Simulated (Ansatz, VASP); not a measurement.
# Two plane-wave programs on Os

```xyz
2
Lattice="0.0000 3.0534 3.0534 3.0534 0.0000 3.0534 3.0534 3.0534 0.0000" Properties=species:S:1:pos:R:3 pbc="T T T"
Os    0.0000    0.0000    0.0000
Os    1.5267    1.5267    1.5267
```

Alike in both runs: task relaxation of cell and atoms; functional PBE; k mesh 10 × 10 × 10; occupations fermi-dirac, width 0.08 eV; no spin polarisation.

```csv
,VASP,Ansatz
version,VASP 6.6.1,Ansatz 0.2.0
potentials or method,"VASP PAW PBE potentials, release 64 (Os)","PAW with Ansatz's default frozen-core files, scalar-relativistic"
plane-wave cutoff (eV),600,420
valence electrons in the cell,16,32
```

```csv
,VASP,Ansatz,Ansatz less VASP
relaxed volume (Å³/atom),21.34,21.44,+0.107
relaxed cell length with the largest relative difference (Å),3.922,3.929,+0.0066
energy change over the relaxation (meV/atom),-880,-853,+26.1
```

The two sets of potentials don't hold the same shells in valence.

Caveats: the volume moved by over 15 % at a fixed basis, so the end points are rough. The runs have no spin-orbit coupling, so splittings on Os are missing.
